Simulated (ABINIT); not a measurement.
Planning a run of ABINIT 10.8.3 on GaN (P6_3mc). The input:

```
acell 3*1.0 Angstrom
rprim 
  3.179999999980 0.000000000005 0.000000000000
  -1.589999999994 2.753960784015 0.000000000000
  0.000000000000 0.000000000000 5.166000000000
ntypat 2
znucl 31 7
natom 4
typat 1 1 2 2
xred 
  0.333333333333 0.666666666667 0.000000000000
  0.666666666667 0.333333333333 0.500000000000
  0.333333333333 0.666666666667 0.375000000000
  0.666666666667 0.333333333333 0.875000000000
pp_dirpath "pseudos"
pseudos "Ga.upf, N.upf"
ecut 36
ngkpt 6 6 4
nshiftk 1
shiftk 0 0 0
kptopt 1
chksymbreak 0
istwfk *1
occopt 1
irdwfk 1
optdriver 3
nband 52
ecuteps 4.8
inclvkb 2
awtr 1
symchi 1
indata_prefix "in"
outdata_prefix "out"
tmpdata_prefix "tmp"
```

The database entry behind the starting cell differs from later determinations by our own check (about 0.3 % short, ideal inner coordinate), so it need not match the best structure at ambient conditions.

```sh
OMP_NUM_THREADS=1 mpirun -n 8 abinit run.abi > log
```

Question: Estimate wall time and host memory on 8 MPI ranks of Intel Xeon Platinum 8488C (Sapphire Rapids), shared host.

It took 43 s; on shared hardware allow 21 s to 85 s. Peak host memory was 1.7 GiB.

[Paths, hosts, dates, memory and timing lines, banners, echoed tables and standing remarks are left out of the program output.]

[Logs are printed without paths, hosts, clocks, repeated set-up lines and the standing remarks that a program may print on its own settings, such as how far it seeks lower states.]

[Runs of the session that timed out or met a known fault of the program may be left out.]

[Hosts, paths, dates, database ids (printed as entryN), source tags and the programs' standing remarks are cut or masked in the printed files.]

[G0W0 gaps are taken among the corrected bands and points alone; a level outside them can change the order at an edge.]

[Where Ansatz stands beside ABINIT at settings called matched, ABINIT's density can come from a denser mesh and the files from another edition; pairs whose starting gaps differed by over 0.03 eV were left out, so agreement reads better than it is.]
